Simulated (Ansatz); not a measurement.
Strain response of Te2Mo

Computed with DFT PBE, scalar-relativistic, plane waves, PAW (Ansatz). (420 eV cutoff, 12×12×2 k-mesh, Gaussian smearing of 0.02 eV, no spin polarisation)

Reference structure (relaxed):

```
CELL_PARAMETERS angstrom
3.55666 0.00000 0.00000
-1.77833 3.08016 0.00000
0.00000 0.00000 15.33161
ATOMIC_POSITIONS crystal
Te 0.33333 0.66667 0.63207
Te 0.66667 0.33333 0.13207
Te 0.66667 0.33333 0.36793
Te 0.33333 0.66667 0.86793
Mo 0.33333 0.66667 0.25000
Mo 0.66667 0.33333 0.75000
```

Deformation: biaxial strain in the a-b plane, with the length and tilt of c and the atoms relaxed, all within the symmetry that the strain leaves. Energies are extrapolated to zero smearing. Gaps are Kohn–Sham gaps over the whole zone.

Spin-orbit coupling is left out, which matters for the bands and energies of heavy elements.

```
strain (%)  ΔE (meV/atom) a (Å) b (Å) c (Å) gap (eV)
      -6.0           94.7  3.343  3.343  15.961      0.46
      -4.0           40.1  3.414  3.414  15.761      0.76
      -2.0            9.6  3.486  3.486  15.546      0.87
      +0.0            0.0  3.557  3.557  15.332      0.97
      +2.0            8.9  3.628  3.628  15.141      0.82
      +4.0           34.1  3.699  3.699  14.951      0.51
      +6.0           74.1  3.770  3.770  14.706      0.24
```

(1) What stiffness (1/V) d²E/dε² at zero strain does a cubic fit over all points give?

(2) How does the free axis c answer a small strain?

(3) How fast does the gap move with strain on either side?

## Answers

(1) A cubic fit gives (1/V) d²E/dε² = 269 GPa at zero strain (twice the biaxial modulus).

(2) Between the innermost points its strain is -0.66 times the applied one.

(3) 46 meV per percent on the compressed side and -74 meV per percent on the stretched side; it is indirect at -2.0 %, indirect at zero and indirect at +2.0 %.